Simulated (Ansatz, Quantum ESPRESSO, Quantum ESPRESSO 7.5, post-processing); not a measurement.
## Nb chain with one Al atom in line: ballistic transmission

Wanted: the transmission near the Fermi level and the conductance of this junction: Nb chain with one Al atom in line.

Method: plane-wave DFT, PBE, GBRV ultrasoft pseudopotentials (cross-check by Ansatz 0.2.0 with PAW datasets), in Quantum ESPRESSO 7.5.

Most raw output is cut from this account.

## Step 1: The starting structure

The cell holds 15 atoms: 14 Nb and 1 Al. Cell: a = 7.500 Å, b = 7.500 Å, c = 35.298 Å, α = 90.0°, β = 90.0°, γ = 90.0°. Regions: left lead, 7 atoms (7 Nb); channel, 1 atom (1 Al); right lead, 7 atoms (7 Nb). Vacuum lies along a and b. The structure is stacked along c, and the current runs across the ab planes.

## Step 2: Self-consistent run

One periodic cell holds a stretch of lead, the junction and more lead; the atoms stay as built.

Input file scf.in:

```
&control
  prefix = 'scf'
  outdir = './out'
  pseudo_dir = './pseudo'
  calculation = 'scf'
  tprnfor = .true.
/
&system
  ibrav = 0
  nat = 15
  ntyp = 2
  ecutwfc = 34
  ecutrho = 170
  occupations = 'smearing'
  smearing = 'mv'
  degauss = 0.01
/
&electrons
  conv_thr = 1e-07
  mixing_beta = 0.25
  electron_maxstep = 120
  mixing_mode = 'local-TF'
/
ATOMIC_SPECIES
  Nb  92.9064  nb_pbe_v1.uspp.F.UPF
  Al  26.9815  al_pbe_v1.uspp.F.UPF
CELL_PARAMETERS angstrom
  7.50000000000000 0.00000000000000 0.00000000000000
  0.00000000000000 7.50000000000000 0.00000000000000
  0.00000000000000 0.00000000000000 35.29820000000000
ATOMIC_POSITIONS crystal
  Nb  0.500000000000 0.500000000000 0.000000000000
  Nb  0.500000000000 0.500000000000 0.066575632752
  Nb  0.500000000000 0.500000000000 0.133151265504
  Nb  0.500000000000 0.500000000000 0.199726898255
  Nb  0.500000000000 0.500000000000 0.266302531007
  Nb  0.500000000000 0.500000000000 0.332878163759
  Nb  0.500000000000 0.500000000000 0.399453796511
  Al  0.500000000000 0.500000000000 0.466712183624
  Nb  0.500000000000 0.500000000000 0.533970570737
  Nb  0.500000000000 0.500000000000 0.600546203489
  Nb  0.500000000000 0.500000000000 0.667121836241
  Nb  0.500000000000 0.500000000000 0.733697468993
  Nb  0.500000000000 0.500000000000 0.800273101745
  Nb  0.500000000000 0.500000000000 0.866848734496
  Nb  0.500000000000 0.500000000000 0.933424367248
K_POINTS automatic
  1 1 3 0 0 0
```

Run with:

```bash
OMP_NUM_THREADS=1 mpirun -n 4 pw.x -nk 1 -in scf.in > scf.out
```

Run time: 4 min. Hardware: 4 MPI ranks of Arm Neoverse V2, shared host; peak memory 2.4 GiB; 16 min of CPU time.

Numbers from this step:

| Property | Result |
| --- | --- |
| free energy | -22491.2590 eV |
| Fermi energy | -1.180 eV |

The program's own clock; routines nest. Time by routine:

```csv
routine,wall time (s),calls
PWSCF,239.7,1
electrons,233.3,1
c_bands,159.4,30
cegterg,156.4,60
h_psi,95.02,324
fftw,73.64,37084
vloc_psi,64.77,324
sum_band,38.11,30
calbec,22.05,392
mix_rho,18.12,30
newd,15.42,31
h_psi:calbec,14.81,324
add_vuspsi,14.59,324
s_psi,14.56,324
```

The run needed 30 iterations to bring the estimated error under 1e-07 Ry; the largest force on any atom, held or free, is 4.55 eV/Å.

## Step 3: The open system

prefixt takes both regions from one run: the lead from 0 to bdl, the scattering region from bdl to bds (units of alat). ikind = 1 puts the same lead on both sides. The program's T_tot counts both spins in a run without spin; the tables below give T per spin.

Input file cond.in:

```
&inputcond
  outdir = './out'
  prefixt = 'scf'
  tran_file = 'cond.dat'
  bdl = 0.6266666667
  bds = 4.7064266667
  ikind = 1
  ewind = 4.0
  epsproj = 1e-05
  nz1 = 7
  energy0 = 2.0
  denergy = -0.1
/
1
  0.00000000 0.00000000 1.00000000
41
```

Run with:

```bash
OMP_NUM_THREADS=1 mpirun -n 4 pwcond.x -in cond.in > cond.out
```

The job ended after 5.6 min (4 MPI ranks; peak memory 0.6 GiB; 22 min of CPU time).

This step gave:

* lead channels at the Fermi level, one spin: 6
* transmission at the Fermi level, one spin: 2.138
* conductance: 2.138 G₀

Per spin. The open channels by energy, zero at the Fermi level:

energy (eV), open channels and a bar from the least value:
```
    -2.00       3.00 
    -1.90       3.00 
    -1.80       3.00 
    -1.70       3.00 
    -1.60       3.00 
    -1.50       3.00 
    -1.40       4.00 ##########
    -1.20       4.00 ##########
    -1.10       4.00 ##########
    -1.00       4.00 ##########
    -0.90       4.00 ##########
    -0.80       4.00 ##########
    -0.70       4.00 ##########
    -0.60       4.00 ##########
    -0.50       4.00 ##########
    -0.40       4.00 ##########
    -0.30       6.00 ##############################
    -0.20       6.00 ##############################
    -0.10       6.00 ##############################
     0.00       6.00 ##############################
     0.10       5.00 ####################
     0.20       6.00 ##############################
     0.30       6.00 ##############################
     0.40       6.00 ##############################
     0.50       6.00 ##############################
     0.60       4.00 ##########
     0.70       6.00 ##############################
     0.80       6.00 ##############################
     0.90       6.00 ##############################
     1.00       6.00 ##############################
     1.10       6.00 ##############################
     1.20       6.00 ##############################
     1.40       6.00 ##############################
     1.50       6.00 ##############################
     1.60       6.00 ##############################
     1.70       6.00 ##############################
     1.80       6.00 ##############################
     1.90       6.00 ##############################
     2.00       4.00 ##########
```

Per spin. The transmission by energy, zero at the Fermi level:

```
energy (eV)  transmission
      -2.00         0.988
      -1.90          1.03
      -1.80          1.08
      -1.70          1.12
      -1.60          1.15
      -1.50          1.19
      -1.40          1.22
      -1.20          1.31
      -1.10          1.35
      -1.00          1.40
      -0.90          1.45
      -0.80          1.52
      -0.70          1.58
      -0.60          1.66
      -0.50          1.74
      -0.40          1.82
      -0.30          1.92
      -0.20          2.17
      -0.10          1.99
       0.00          2.14
       0.10          2.16
       0.20          2.33
       0.30          2.44
       0.40          2.54
       0.50          2.63
       0.60          1.83
       0.70          2.79
       0.80          2.84
       0.90          2.87
       1.00          2.87
       1.10          2.84
       1.20          2.77
       1.40          2.54
       1.50          2.38
       1.60          2.20
       1.70          1.99
       1.80          1.71
       1.90          1.49
       2.00          1.04
```

The program's own clock; routines nest. Time by routine:

```
     routine  wall time (s)  calls
      PWCOND          336.4      1
scatter_forw          281.3     82
      compbs          34.82     41
    compbs_2           28.8     41
       local          12.43      1
        init            1.1      1
       poten           0.12      1
```

The run is unpolarised; a magnetic state was not tried, may lie lower and would change T.

At no point does T exceed the number of channels. That doesn't clear the run: at some energies its lead has fewer channels than the second code's.

## Step 4: The open system, with nz1 = 11

A sensitivity test on the input.

cond.w.in, as its differences from the input of step 3:

```diff
@@ -3,3 +3,3 @@
   prefixt = 'scf'
-  tran_file = 'cond.dat'
+  tran_file = 'cond.w.dat'
   bdl = 0.6266666667
@@ -9,3 +9,3 @@
   epsproj = 1e-05
-  nz1 = 7
+  nz1 = 11
   energy0 = 2.0
```

Run with:

```bash
OMP_NUM_THREADS=1 mpirun -n 4 pwcond.x -in cond.w.in > cond.w.out
```

Wall time 6 min (4 MPI ranks); peak memory 0.63 GiB; 24 min of CPU time.

Beside the run it was changed from:

| quantity | this run | unchanged run | difference |
| --- | --- | --- | --- |
| transmission at the Fermi level, one spin | 2.138 | 2.138 | -1.2e-4 |
| lead channels at the Fermi level, one spin | 6 | 6 | 0 |
| wall time (s) | 361 | 337 |  |

Over all energies T moves by up to 0.017, at 0.1 eV.

The physical values in this table stay within 0.05 %.

## Step 5: Cross-check with Ansatz

As a check, the same structure is run in Ansatz.

Level of this step: plane-wave DFT, PBE, Ansatz PAW (Ansatz 0.2.0).

Input file input.yaml:

```yaml
crystal:
  lattice:
    - [7.5, 0.0, 0.0]
    - [0.0, 7.5, 0.0]
    - [0.0, 0.0, 35.2982]
  atoms:
    - { symbol: Nb, position: [0.5, 0.5, 0.0] }
    - { symbol: Nb, position: [0.5, 0.5, 0.0665756328] }
    - { symbol: Nb, position: [0.5, 0.5, 0.1331512655] }
    - { symbol: Nb, position: [0.5, 0.5, 0.1997268983] }
    - { symbol: Nb, position: [0.5, 0.5, 0.266302531] }
    - { symbol: Nb, position: [0.5, 0.5, 0.3328781638] }
    - { symbol: Nb, position: [0.5, 0.5, 0.3994537965] }
    - { symbol: Al, position: [0.5, 0.5, 0.4667121836] }
    - { symbol: Nb, position: [0.5, 0.5, 0.5339705707] }
    - { symbol: Nb, position: [0.5, 0.5, 0.6005462035] }
    - { symbol: Nb, position: [0.5, 0.5, 0.6671218362] }
    - { symbol: Nb, position: [0.5, 0.5, 0.733697469] }
    - { symbol: Nb, position: [0.5, 0.5, 0.8002731017] }
    - { symbol: Nb, position: [0.5, 0.5, 0.8668487345] }
    - { symbol: Nb, position: [0.5, 0.5, 0.9334243672] }
kpoints:
  mp_grid: { grid: [1, 1, 4] }
hamiltonian:
  xc: pbe
scf:
  occupations: { method: fermi_dirac, width: 0.1 }
  convergence: { dr2_threshold: 1.0e-08 }
output:
  transmission:
    leads: [[0, 1]]
    e_range: [-2.0, 2.0]
    de: 0.05
    kmesh: [1, 1]
    reduced_basis: true
  write_potential: true
  write_density: true
  volumetric_format: npy
  elf: true
```

Run with:

```bash
ansatz run input.yaml --threads 4 --pin off --max-ram 8192MiB --backend cpu --events-out ev --progress --plain --runs-dir out
```

The job ended after 46 s (4 threads; peak memory 3.3 GiB).

Read from the output:

```
free energy                                  : -64206.0302 eV
energy at zero smearing                      : -64205.3253 eV
smearing term TS                             : 1.410 eV
Fermi energy                                 : -1.124 eV
symmetry operations                          : 16
transmission at the Fermi level, one spin    : 2.229
step of the lead's Hamiltonian over a period : 3.9 meV
```

Per spin. The transmission by energy, zero at the Fermi level:

| energy (eV) | transmission |
| --- | --- |
| -2.000 | 0.975 |
| -1.800 | 1.05 |
| -1.600 | 1.13 |
| -1.400 | 1.23 |
| -1.200 | 1.32 |
| -1.000 | 1.42 |
| -0.800 | 1.54 |
| -0.600 | 1.70 |
| -0.400 | 1.87 |
| -0.200 | 2.05 |
| 0.000 | 2.23 |
| 0.200 | 2.39 |
| 0.400 | 2.57 |
| 0.600 | 2.73 |
| 0.800 | 2.85 |
| 0.900 | 2.87 |
| 1.000 | 2.86 |
| 1.200 | 2.75 |
| 1.400 | 2.50 |
| 1.600 | 2.14 |
| 1.800 | 1.63 |
| 2.000 | 0.872 |

Per spin. Table of open channels by energy, zero at the Fermi level:

energy (eV), open channels and a bar from the least value:
```
    -2.00       3.00 
    -1.85       3.00 
    -1.70       3.00 
    -1.60       3.00 
    -1.45       3.00 
    -1.30       4.00 ##########
    -1.15       4.00 ##########
    -1.05       4.00 ##########
    -0.90       4.00 ##########
    -0.75       4.00 ##########
    -0.60       4.00 ##########
    -0.50       4.00 ##########
    -0.35       6.00 ##############################
    -0.20       6.00 ##############################
    -0.05       6.00 ##############################
     0.00       6.00 ##############################
     0.05       6.00 ##############################
     0.20       6.00 ##############################
     0.35       6.00 ##############################
     0.50       6.00 ##############################
     0.60       6.00 ##############################
     0.75       6.00 ##############################
     0.90       6.00 ##############################
     1.05       6.00 ##############################
     1.15       6.00 ##############################
     1.30       6.00 ##############################
     1.45       6.00 ##############################
     1.60       6.00 ##############################
     1.70       6.00 ##############################
     1.85       6.00 ##############################
     2.00       4.00 ##########
```

ELF in the ca plane at fractional y = 0.500, with atoms of Nb and Al within 0.2 Å of it. It is the smooth field of the valence electrons, not physical close to the nuclei.

Values, 11 rows by 16 columns, each cell a mean:
```
0.11 0.11 0.12 0.08 0.12 0.15 0.18 0.06 0.01 0.00 0.01 0.09 0.18 0.15 0.11 0.08
0.22 0.25 0.16 0.22 0.20 0.34 0.27 0.09 0.09 0.08 0.08 0.10 0.31 0.31 0.20 0.21
0.29 0.38 0.18 0.39 0.21 0.44 0.33 0.14 0.37 0.40 0.34 0.12 0.39 0.39 0.23 0.38
0.25 0.34 0.18 0.38 0.19 0.35 0.28 0.19 0.63 0.69 0.57 0.17 0.33 0.30 0.21 0.37
0.54 0.44 0.64 0.36 0.64 0.44 0.54 0.57 0.60 0.36 0.57 0.62 0.49 0.49 0.60 0.38
0.54 0.49 0.51 0.41 0.52 0.50 0.54 0.54 0.46 0.25 0.51 0.52 0.53 0.54 0.53 0.43
0.45 0.39 0.53 0.34 0.53 0.38 0.46 0.47 0.64 0.53 0.58 0.51 0.43 0.42 0.50 0.36
0.25 0.36 0.15 0.40 0.16 0.38 0.28 0.15 0.58 0.64 0.52 0.13 0.35 0.32 0.19 0.39
0.29 0.36 0.18 0.35 0.22 0.44 0.32 0.12 0.27 0.29 0.25 0.12 0.39 0.39 0.23 0.34
0.19 0.20 0.15 0.16 0.18 0.28 0.24 0.08 0.05 0.04 0.05 0.10 0.26 0.27 0.17 0.16
0.09 0.09 0.11 0.06 0.11 0.12 0.16 0.06 0.00 0.00 0.00 0.09 0.15 0.12 0.10 0.06
```
Columns run along c (16.0 Å, from fractional 0.21 to 0.66 of the cell), rows up along a (7.5 Å). Atoms in or near the plane, at fractional coordinates: Nb at (0.27, 0.50), Nb at (0.33, 0.50), Nb at (0.40, 0.50), Al at (0.47, 0.50), Nb at (0.53, 0.50), Nb at (0.60, 0.50).

Valence density in the ca plane at fractional y = 0.500, with atoms of Nb and Al within 0.2 Å of it. It is the smooth field of the valence electrons, not physical close to the nuclei.

Values in e/Å³, 11 rows by 16 columns, each cell a mean:
```
0.0 0.0 0.0 0.0 0.0 0.0 0.0 0.0 0.0 0.0 0.0 0.0 0.0 0.0 0.0 0.0
0.0 0.0 0.0 0.0 0.0 0.0 0.0 0.0 0.0 0.0 0.0 0.0 0.0 0.0 0.0 0.0
0.0 0.0 0.0 0.0 0.0 0.0 0.0 0.0 0.0 0.0 0.0 0.0 0.0 0.0 0.0 0.0
0.2 0.2 0.2 0.1 0.2 0.2 0.2 0.2 0.1 0.1 0.1 0.2 0.2 0.2 0.2 0.1
1.9 1.1 2.8 0.7 2.8 1.1 1.9 2.1 0.3 0.2 0.4 2.5 1.5 1.6 2.5 0.8
3.3 2.1 4.6 1.2 4.5 2.1 3.3 3.6 0.4 0.1 0.5 4.2 2.6 2.8 4.1 1.4
1.1 0.7 1.7 0.4 1.7 0.7 1.1 1.3 0.2 0.2 0.3 1.5 0.9 0.9 1.5 0.5
0.1 0.1 0.1 0.1 0.1 0.1 0.1 0.1 0.1 0.1 0.1 0.1 0.1 0.1 0.1 0.1
0.0 0.0 0.0 0.0 0.0 0.0 0.0 0.0 0.0 0.0 0.0 0.0 0.0 0.0 0.0 0.0
0.0 0.0 0.0 0.0 0.0 0.0 0.0 0.0 0.0 0.0 0.0 0.0 0.0 0.0 0.0 0.0
0.0 0.0 0.0 0.0 0.0 0.0 0.0 0.0 0.0 0.0 0.0 0.0 0.0 0.0 0.0 0.0
```
Columns run along c (16.0 Å, from fractional 0.21 to 0.66 of the cell), rows up along a (7.5 Å). Atoms in or near the plane, at fractional coordinates: Nb at (0.27, 0.50), Nb at (0.33, 0.50), Nb at (0.40, 0.50), Al at (0.47, 0.50), Nb at (0.53, 0.50), Nb at (0.60, 0.50).

Ansatz finds T = 2.23 against pwcond's 2.14.

## Step 6: All levels side by side

All levels:

```csv
step,T at the Fermi level (per spin),conductance (G0),r.m.s. T(E) from the first,CPU time of the step (s),peak memory (GiB)
Ansatz,2.229,-,0,168.1,3.338
pwcond,2.138,2.138,0.1558,1348,0.6
"pwcond, changed setting",2.138,2.138,0.1555,1443,0.63
```

Per spin. Transmission against energy, zero at the Fermi level:

| energy (eV) | Ansatz | pwcond | pwcond, changed setting |
| --- | --- | --- | --- |
| -2.00 | 0.975 | 0.988 | 0.988 |
| -1.80 | 1.05 | 1.08 | 1.08 |
| -1.60 | 1.13 | 1.15 | 1.15 |
| -1.40 | 1.23 | 1.22 | 1.22 |
| -1.20 | 1.32 | 1.31 | 1.31 |
| -1.00 | 1.42 | 1.40 | 1.40 |
| -0.90 | 1.48 | 1.45 | 1.45 |
| -0.70 | 1.62 | 1.58 | 1.58 |
| -0.50 | 1.78 | 1.74 | 1.74 |
| -0.30 | 1.96 | 1.92 | 1.92 |
| -0.10 | 2.14 | 1.99 | 1.99 |
| 0.00 | 2.23 | 2.14 | 2.14 |
| 0.10 | 2.31 | 2.16 | 2.17 |
| 0.30 | 2.48 | 2.44 | 2.44 |
| 0.50 | 2.65 | 2.63 | 2.63 |
| 0.70 | 2.80 | 2.79 | 2.79 |
| 0.90 | 2.87 | 2.87 | 2.87 |
| 1.00 | 2.86 | 2.87 | 2.87 |
| 1.20 | 2.75 | 2.77 | 2.77 |
| 1.40 | 2.50 | 2.54 | 2.54 |
| 1.60 | 2.14 | 2.20 | 2.20 |
| 1.80 | 1.63 | 1.71 | 1.71 |
| 2.00 | 0.872 | 1.04 | 1.04 |

## Step 7: Summary of results

```
conductance by pwcond, in doubt : 2.14 G₀
conductance by Ansatz           : 2.23 G₀
```

In words: pwcond (PBE, GBRV ultrasoft) gives 2.14 G₀ and Ansatz (PAW) 2.23 G₀ a cell at the Fermi level; the pwcond value is in doubt, since its lead loses channels near the Fermi level. No independent third code was run. The geometry is as built, not relaxed, and the leads are short.

[Logs are printed without paths, hosts, clocks, repeated set-up lines and the standing remarks that a program may print on its own settings, such as how far it seeks lower states.]

[Hosts, paths, dates, database ids (printed as entryN), source tags and the programs' standing remarks are cut or masked in the printed files.]

[Maps of the electrostatic potential energy from Ansatz leave out the sawtooth potential of an applied field or a dipole correction, so their vacuum need not be flat; planar profiles and work functions include it.]
